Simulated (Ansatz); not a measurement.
## Preparing CaTiN2 (Pmmn) as a host crystal

Before any defect goes in: CaTiN2 (Pmmn) at rest, and how it screens a charge.

Program: Ansatz 0.2.0. Level of theory: plane-wave PAW DFT, PBE; relaxation of the host's cell and atoms; PAW set soft_1, in the first sound run; inputs show where later runs differ. Results are calculated unless marked as measured.

## (1) Set-up

It takes space group Pmmn (No. 59, orthorhombic). The conventional cell has a = 3.613 Å, b = 3.937 Å, c = 7.542 Å, α = 90.00°, β = 90.00°, γ = 90.00°. Ca has 7 N at 2.37 to 3.04 Å nearest. Nearest to Ti lie 5 N at 1.89 to 2.02 Å. Nearest to N lie 4 Ti at 1.99 to 2.02 Å and 2 Ca at 3.04 Å. Nearest to N lie 1 Ti at 1.89 Å and 5 Ca at 2.37 to 2.67 Å. Farther neighbours and most contacts between anions are not listed.

Structure file:

```xyz
8
Lattice="3.6131 0.0000 0.0000 0.0000 3.9365 0.0000 0.0000 0.0000 7.5421" Properties=species:S:1:pos:R:3 pbc="T T T"
Ca    0.0000    1.9683    6.4032
Ca    1.8066    0.0000    1.1389
Ti    0.0000    1.9683    3.1224
Ti    1.8066    0.0000    4.4197
N     1.8066    1.9683    3.9634
N     0.0000    0.0000    3.5787
N     0.0000    1.9683    1.2309
N     1.8066    0.0000    6.3112
```

## (2) Host cell relaxation

Lattice and positions are set free, within the symmetry that the program keeps.

Input file cell/input.yaml:

```yaml
crystal:
  lattice:
    - [3.6131, 0.0, 0.0]
    - [0.0, 3.9365, 0.0]
    - [0.0, 0.0, 7.5421]
  atoms:
    - { symbol: Ca, position: [0.0, 0.5, 0.849] }
    - { symbol: Ca, position: [0.5, 0.0, 0.151] }
    - { symbol: Ti, position: [0.0, 0.5, 0.414] }
    - { symbol: Ti, position: [0.5, 0.0, 0.586] }
    - { symbol: "N", position: [0.5, 0.5, 0.5255] }
    - { symbol: "N", position: [0.0, 0.0, 0.4745] }
    - { symbol: "N", position: [0.0, 0.5, 0.1632] }
    - { symbol: "N", position: [0.5, 0.0, 0.8368] }
basis:
  ecutwfc: 420
  xc_grid: 2
hamiltonian:
  xc: pbe
  pseudopotentials: { kind: paw, azcp: { folder: soft_1 } }
kpoints:
  mp_grid: { grid: [8, 7, 4] }
scf:
  occupations: { method: fixed }
  max_iter: 100
relax:
  f_tol: 0.005
  max_steps: 60
  cell: {}
output:
  forces: true
  stress: true
checkpoint:
  write: "../cell.run"
  compress: false
  write_wavefunctions: false
  write_every: 100000
```

Command:

```bash
$ ansatz run input.yaml --threads 4 --pin off --max-ram 15073MiB --backend cpu --events-out ev --progress --plain --runs-dir out
```

Numbers of over 12 decimals in the logs are rounded to 6 here.

The log of the run:

```text
[... repeated set-up lines and file paths are left out, and long positions are rounded to six places ...]
Engine: ansatz 0.2.0, aarch64-unknown-linux-gnu
Pseudopotentials: kind: paw
Pseudopotential: Ca, paw, valence charge 10, recommended cutoff 420 eV (normal), soft_1/Ca.paw.azcp
Pseudopotential: Ti, paw, valence charge 12, recommended cutoff 420 eV (normal), soft_1/Ti.paw.azcp
Pseudopotential: N, paw, valence charge 5, recommended cutoff 420 eV (normal), soft_1/N.paw.azcp
Functional definition: PBE
  parameter kappa = 0.804
  parameter beta = 0.066725
  exchange = pbe_x(kappa = kappa, mu = beta*pi^2/3)
  correlation = pbe_c(beta = beta)
Crystal: 8 atoms, lattice volume = 107.271 Å³
Basis set: ecut = 420 eV, 2097 PW (Γ), exchange–correlation on 50×54×108 points (8 copies of the dense FFT grid, shifted against one another)
Bands: 40, of which v1, the nominal top of the filled ones, is band 32 counted from 1 (31 counted from 0)
Symmetry: 8 space group operations
Space group: Pmmn (ITA 59), of the structure as read, at distance tolerance 4.8e-5 Å
k-points: 60 of 224
Non-local potential: Ca, projectors of the file, l = 0: 3, l = 1: 2, l = 2: 2
Non-local potential: Ti, projectors of the file, l = 0: 3, l = 1: 2, l = 2: 3, l = 3: 1
Non-local potential: N, projectors of the file, l = 0: 2, l = 1: 2, l = 2: 1
PAW form: soft (Blöchl's): semilocal exchange-correlation on the pseudo side does not see the compensation charge
PAW one-centre angular grid: Ca, 110 points (default); XC on 64 Gauss nodes
PAW one-centre angular grid: Ti, 590 points (default); XC on 64 Gauss nodes
PAW one-centre angular grid: N, 110 points (default); XC on 64 Gauss nodes
Initial density: superposition of atomic densities (chi_scale 0.1, normalization cell, long waves kept (reshape's long-wave potential 0.46 eV rms))
Initial wavefunctions: pseudopotential atomic-orbital guess
Functional: x = pbe(κ = 0.804, μ = 0.219515), c = pbe(β = 0.066725)
SCF iter   1: F=—  HF=-10183.117528 eV  |F-HF|=—  |Δ(HF+E_count)|=         —  Δρ=8.59e-2  dr2=1.48e1  ethr=3.10e-3  ⟨swp⟩=4.8  Hψ=8262  notcnv=0  defer=326
preconditioner: auto → Resta (q_TF=auto, 2.503 Å⁻¹)  ε∞=4.1  [insulator: Δε(μ)=1.479 eV  Ē_g=13.583 eV  n_scr=38 (ndim 8)  ℏωp=23.8 eV  f_vac=0.000  ε∞_Penn≈4.1]
SCF iter   2: F=—  HF=-10180.833925 eV  |F-HF|=—  |Δ(HF+E_count)|=    2.28e0  Δρ=6.44e-2  dr2=4.30e0  ethr=3.10e-3  ⟨swp⟩=3.7  Hψ=6170  notcnv=0  defer=286
SCF iter   3: F=—  HF=-10180.336365 eV  |F-HF|=—  |Δ(HF+E_count)|=   4.98e-1  Δρ=2.58e-2  dr2=1.25e0  ethr=3.10e-3  ⟨swp⟩=3.0  Hψ=4059  notcnv=0  defer=303
SCF iter   4: F=—  HF=-10180.198925 eV  |F-HF|=—  |Δ(HF+E_count)|=   1.37e-1  Δρ=1.11e-2  dr2=1.75e-1  ethr=1.95e-3  ⟨swp⟩=3.0  Hψ=3119  notcnv=0  defer=258
automatic band count: iteration 4 solves 39 bands in place of 40: the levels show a gap, and the empty bands left out lie too high to hold charge; the band table lists the bands solved (type scf.n_extra_bands for more)
SCF iter   5: F=—  HF=-10180.193809 eV  |F-HF|=—  |Δ(HF+E_count)|=   5.12e-3  Δρ=6.62e-3  dr2=5.58e-2  ethr=2.73e-4  ⟨swp⟩=4.0  Hψ=5139  notcnv=0  defer=330
automatic band count: iteration 5 solves 40 bands in place of 39: the levels no longer show a gap clear of their residuals, so the SCF keeps every band
SCF iter   6: F=—  HF=-10180.190078 eV  |F-HF|=—  |Δ(HF+E_count)|=   3.73e-3  Δρ=1.50e-3  dr2=3.00e-3  ethr=8.72e-5  ⟨swp⟩=2.2  Hψ=3724  notcnv=0  defer=354
SCF iter   7: F=—  HF=-10180.190835 eV  |F-HF|=—  |Δ(HF+E_count)|=   7.57e-4  Δρ=5.45e-4  dr2=3.61e-4  ethr=4.69e-6  ⟨swp⟩=2.6  Hψ=3453  notcnv=0  defer=360
SCF iter   8: F=—  HF=-10180.191097 eV  |F-HF|=—  |Δ(HF+E_count)|=   2.63e-4  Δρ=1.32e-4  dr2=1.34e-5  ethr=5.65e-7  ⟨swp⟩=2.0  Hψ=3175  notcnv=0  defer=354
SCF iter   9: F=—  HF=-10180.191005 eV  |F-HF|=—  |Δ(HF+E_count)|=   9.21e-5  Δρ=2.87e-5  dr2=7.74e-7  ethr=2.09e-8  ⟨swp⟩=2.0  Hψ=3527  notcnv=0  defer=192
SCF iter  10: F=-10180.191006 eV  HF=-10180.191006 eV  |F-HF|=2.10e-8  |Δ(HF+E_count)|=   8.93e-7  Δρ=8.33e-6  dr2=9.52e-8  ethr=1.56e-10  ⟨swp⟩=4.7  Hψ=8471  notcnv=0
SCF 1 converged in 10 iterations: F = -10180.191006 eV  dr2 = 9.52e-8
  greatest PAW one-centre occupation: 0.999 electrons in one spin orbital (limit 2), on the Ti atom at site 3 (counted from 0), in its partial waves of l = 0
relax step   1: F+E_penalty+E_count = -10180.19100607 eV  Δ(F+E_penalty+E_count) = +0.000e0 eV  max|allowed force component| = 1.709e0 eV/Å  Δτ_max = 0.0000 Å  P = +0.928 GPa  Ω = 107.271 Å³  (10 SCF iters, dr2 threshold 1.00e-7 eV, accepted)
[... the SCF cycles and remarks between the steps are left out from here to the last step ...]
relax step   2: F+E_penalty+E_count = -10180.11953558 eV  Δ(F+E_penalty+E_count) = +7.147e-2 eV  max|allowed force component| = 9.659e-1 eV/Å  Δτ_max = 0.1334 Å  P = -0.416 GPa  Ω = 110.118 Å³  energy of the carried Pulay correction = -3.513e-3 eV  (8 SCF iters, dr2 threshold 8.00e-7 eV, rejected (line search))
relax step   3: F+E_penalty+E_count = -10180.26974161 eV  Δ(F+E_penalty+E_count) = -7.874e-2 eV  max|allowed force component| = 4.766e-1 eV/Å  Δτ_max = 0.0390 Å  P = +0.143 GPa  Ω = 108.179 Å³  energy of the carried Pulay correction = -1.131e-3 eV  (12 SCF iters, accepted)
relax step   4: F+E_penalty+E_count = -10180.27878073 eV  Δ(F+E_penalty+E_count) = -9.039e-3 eV  max|allowed force component| = 2.643e-1 eV/Å  Δτ_max = 0.0105 Å  P = -0.766 GPa  Ω = 109.041 Å³  energy of the carried Pulay correction = -2.195e-3 eV  (7 SCF iters, dr2 threshold 8.00e-7 eV, accepted)
relax step   5: F+E_penalty+E_count = -10180.28596390 eV  Δ(F+E_penalty+E_count) = -7.183e-3 eV  max|allowed force component| = 5.411e-2 eV/Å  Δτ_max = 0.0135 Å  P = +0.433 GPa  Ω = 108.076 Å³  energy of the carried Pulay correction = -1.003e-3 eV  (6 SCF iters, dr2 threshold 8.00e-7 eV, accepted)
relax step   6: F+E_penalty+E_count = -10180.28598761 eV  Δ(F+E_penalty+E_count) = -2.371e-5 eV  max|allowed force component| = 1.731e-2 eV/Å  Δτ_max = 0.0046 Å  P = -0.087 GPa  Ω = 108.408 Å³  energy of the carried Pulay correction = -1.414e-3 eV  (5 SCF iters, dr2 threshold 8.00e-7 eV, accepted)
relax step   7: F+E_penalty+E_count = -10180.28610678 eV  Δ(F+E_penalty+E_count) = -1.192e-4 eV  max|allowed force component| = 1.102e-3 eV/Å  Δτ_max = 0.0038 Å  P = -0.001 GPa  Ω = 108.375 Å³  energy of the carried Pulay correction = -1.373e-3 eV  (6 SCF iters, dr2 threshold 7.41e-8 eV, accepted)
relax step   8: F+E_penalty+E_count = -10180.28764928 eV  Δ(F+E_penalty+E_count) = -1.542e-3 eV  max|allowed force component| = 8.730e-4 eV/Å  Δτ_max = 0.0000 Å  P = +0.025 GPa  Ω = 108.375 Å³  stress off target by 5.68e-2 GPa  SCF on the basis re-selected at this cell (its energy is not comparable with the rows above)  (6 SCF iters)
relax step   9: F+E_penalty+E_count = -10180.28761115 eV  Δ(F+E_penalty+E_count) = +3.812e-5 eV  max|allowed force component| = 7.473e-4 eV/Å  Δτ_max = 0.0029 Å  P = -0.002 GPa  Ω = 108.416 Å³  energy of the carried Pulay correction = -5.205e-5 eV  (6 SCF iters, dr2 threshold 8.08e-9 eV, accepted)
iter 1 solved again at ethr=1.04e-6 eV; its pass at ethr=3.10e-3 eV (dr2=6.62e-4 eV) is discarded
SCF iter   1: F=—  HF=-10180.287727 eV  |F-HF|=—  |Δ(HF+E_count)|=         —  Δρ=9.86e-6  dr2=1.95e-8  ethr=1.04e-6  ⟨swp⟩=2.9  Hψ=13037  notcnv=0  defer=352
eigensolver tolerance schedule: the retry pair's looser diagonalisation over-reported the residual by 33963.14 of it (diagonalisation noise at an unbounded share of the residual, at the tolerance the schedule requests for it); [...]
SCF iter   2: F=—  HF=-10180.287668 eV  |F-HF|=—  |Δ(HF+E_count)|=   5.88e-5  Δρ=5.12e-6  dr2=8.48e-9  ethr=3.05e-11  ⟨swp⟩=3.1  Hψ=5734  notcnv=0  defer=296
SCF iter   3: F=—  HF=-10180.287668 eV  |F-HF|=—  |Δ(HF+E_count)|=   7.68e-8  Δρ=3.59e-6  dr2=2.15e-9  ethr=1.33e-11  ⟨swp⟩=2.0  Hψ=2748  notcnv=0  defer=296
SCF iter   4: F=—  HF=-10180.287668 eV  |F-HF|=—  |Δ(HF+E_count)|=   8.50e-8  Δρ=1.56e-6  dr2=1.18e-9  ethr=3.36e-12  ⟨swp⟩=2.0  Hψ=2938  notcnv=0  defer=296
SCF iter   5: F=—  HF=-10180.287668 eV  |F-HF|=—  |Δ(HF+E_count)|=   1.21e-8  Δρ=3.36e-7  dr2=1.71e-10  ethr=1.84e-12  ⟨swp⟩=2.0  Hψ=3068  notcnv=0  defer=296
SCF iter   6: F=-10180.287668 eV  HF=-10180.287668 eV  |F-HF|=8.37e-11  |Δ(HF+E_count)|=  3.46e-11  Δρ=1.33e-7  dr2=9.29e-12  ethr=1.00e-12  ⟨swp⟩=4.0  Hψ=6887  notcnv=0
SCF 10 converged in 6 iterations: F = -10180.287668 eV  dr2 = 9.29e-12
relax step  10: F+E_penalty+E_count = -10180.28766808 eV  Δ(F+E_penalty+E_count) = -5.692e-5 eV  max|allowed force component| = 7.381e-4 eV/Å  Δτ_max = 0.0000 Å  P = -0.001 GPa  Ω = 108.416 Å³  stress off target by 5.62e-3 GPa  SCF on the basis re-selected at this cell (its energy is not comparable with the rows above)  (6 SCF iters)
basis re-selected at this cell: Δ(F+E_penalty+E_count) = -5.692e-5 eV, ΔP = +0.000 GPa vs the last step (what re-selecting the basis moved, of the pressure what is left beyond the Pulay correction that the steps carried, after the strain that the cell walked [...]
SCF converged after 6 iterations
Free energy (F): -10180.287668 eV
Harris-Foulkes:  -10180.287668 eV  (|F-HF|=8.37e-11)
Internal energy: -10180.287668 eV  (E = F + TS)
E sigma→0 (E₀):  -10180.287668 eV
Fermi energy:    9.790583 eV
--- Per-component energies (eV) ---
  E_band       = -554.851023
  E_kinetic    = 1583.958826
  E_local      = -4524.107991  (includes V_loc(G=0)·N_el)
  E_nonlocal   = 439.063044
  E_hartree    = 1715.471315
  E_xc         = -730.028980
  E_vxc        = -915.242279  (∫ρ·V_xc dr)
  E_paw        = -4324.413912  (= ΣΔE_a)
  E_vpaw       = -569.468604  (= ΣTr[D̂ρ^β])
  E_aug_tail   = 0.003353  (compensation charges beyond the density's cutoff)
  E_ewald      = -4340.233324
  E_smearing   = -0.000000  (= −TS)
  E_closure    = 0.000000  (closes the sum)
  Σ components = -10180.287668   (vs F -10180.287668, Δ=0.00e0)
--- Forces (eV/Å), atoms counted from 1 ---
  atom   1  Ca     0.00000000     0.00000000     0.00006499
  atom   2  Ca     0.00000000     0.00000000    -0.00006499
  atom   3  Ti     0.00000000     0.00000000     0.00073810
  atom   4  Ti     0.00000000     0.00000000    -0.00073810
  atom   5  N      0.00000000     0.00000000     0.00013292
  atom   6  N      0.00000000     0.00000000    -0.00013292
  atom   7  N      0.00000000     0.00000000     0.00010662
  atom   8  N      0.00000000     0.00000000    -0.00010662
  max |Σ_I F_I| component: 1.36e-20 eV/Å
--- Stress (GPa, compression-positive) ---
        0.003548       0.000000       0.000000
        0.000000      -0.005617       0.000000
        0.000000       0.000000      -0.001751
  P = ⅓ Tr σ = -0.0013 GPa (-0.013 kbar)
--- Relaxed structure (8 steps of the walk, 7 accepted, 2 SCFs on fresh bases) ---
  F+E_penalty+E_count = -10180.28766808 eV   max|allowed force component| = 7.381e-4 eV/Å   (the final SCF, on the basis selected at the relaxed cell)
  cell:  # Å, volume = 108.4157 Å³
    - [3.657649, 0.0, 0.0]
    - [0.0, 3.918452, 0.0]
    - [0.0, 0.0, 7.564422]
  atoms:
    - { symbol: Ca, position: [0.0, 0.5, 0.850110] }
    - { symbol: Ca, position: [0.5, 0.0, 0.149890] }
    - { symbol: Ti, position: [0.0, 0.5, 0.407777] }
    - { symbol: Ti, position: [0.5, 0.0, 0.592223] }
    - { symbol: N, position: [0.5, 0.5, 0.523999] }
    - { symbol: N, position: [0.0, 0.0, 0.476001] }
    - { symbol: N, position: [0.0, 0.5, 0.163780] }
    - { symbol: N, position: [0.5, 0.0, 0.836220] }
```

Elapsed: 30 s, on 4 threads of Arm Neoverse V2, shared host; peak memory 0.56 GiB; 1.9 min of CPU time.

The steps of the relaxation:

| step | energy less that of the first step (eV) | largest force component (eV/Å) | pressure (GPa) | volume (Å³) |
| --- | --- | --- | --- | --- |
| 1 | 0.0000 | 1.7090 | 0.93 | 107.27 |
| 2 | 0.0715 | 0.9659 | -0.42 | 110.12 |
| 3 | -0.0787 | 0.4766 | 0.14 | 108.18 |
| 4 | -0.0878 | 0.2643 | -0.77 | 109.04 |
| 5 | -0.0950 | 0.0541 | 0.43 | 108.08 |
| 6 | -0.0950 | 0.0173 | -0.09 | 108.41 |
| 7 | -0.0951 | 0.0011 | 0.00 | 108.37 |
| 8 | -0.0966 | 0.0009 | 0.03 | 108.37 |
| 9 | -0.0966 | 0.0007 | 0.00 | 108.42 |
| 10* | -0.0967 | 0.0007 | 0.00 | 108.42 |

Relaxation steps marked * repeat the geometry before them on a plane-wave basis chosen anew for their cell, so energy and pressure can jump there. The log counts 2 steps on a newly chosen plane-wave basis, not all of them marked here; energy and pressure can jump at such steps. Relaxation step 2 was tried and not accepted.

Forces are held to the 8 operations that the run works with; a distortion that breaks them can't arise in this run.

| conventional cell, symmetrised | before | after | change |
| --- | --- | --- | --- |
| a (Å) | 3.613 | 3.658 | +1.2 % |
| b (Å) | 3.937 | 3.918 | -0.5 % |
| c (Å) | 7.542 | 7.564 | +0.3 % |
| volume (Å³/atom) | 13.41 | 13.55 | +1.1 % |

The atoms that moved most (Å, as changes of fractional coordinates times the final cell):

| atom | dx | dy | dz | length |
| --- | --- | --- | --- | --- |
| Ti4 | 0.000 | 0.000 | 0.047 | 0.047 |
| Ti3 | 0.000 | 0.000 | -0.047 | 0.047 |
| N6 | 0.000 | 0.000 | 0.011 | 0.011 |
| N5 | 0.000 | 0.000 | -0.011 | 0.011 |
| Ca2 | 0.000 | 0.000 | -0.008 | 0.008 |
| Ca1 | 0.000 | 0.000 | 0.008 | 0.008 |

The relaxed structure:

```xyz
8
Lattice="3.6576 0.0000 0.0000 0.0000 3.9185 0.0000 0.0000 0.0000 7.5644" Properties=species:S:1:pos:R:3 pbc="T T T"
Ca    0.0000    1.9592    6.4306
Ca    1.8288    0.0000    1.1338
Ti    0.0000    1.9592    3.0846
Ti    1.8288    0.0000    4.4798
N     1.8288    1.9592    3.9637
N     0.0000    0.0000    3.6007
N     0.0000    1.9592    1.2389
N     1.8288    0.0000    6.3255
```

This step gave:

| Quantity | Value |
| --- | --- |
| pressure | -0.001274 GPa |

The relaxation ends with a largest force component of 7.4e-4 eV/Å and a pressure of 0.00 GPa.

(Part 1 of 4 ends here.)

[Logs are printed without paths, hosts, clocks, repeated set-up lines and the standing remarks that a program may print on its own settings, such as how far it seeks lower states.]

[Hosts, paths, dates, database ids (printed as entryN), source tags and the programs' standing remarks are cut or masked in the printed files.]

[Runs of the host that timed out are not shown.]

[For some hosts the program warned that the k-mesh of the response run may be too coarse for force constants and the static dielectric constant; such warnings are not always shown.]

[The program warned that the k-mesh of a response run behind this text may be too coarse: force constants, and the static dielectric constant and all else formed from them, are not shown converged.]
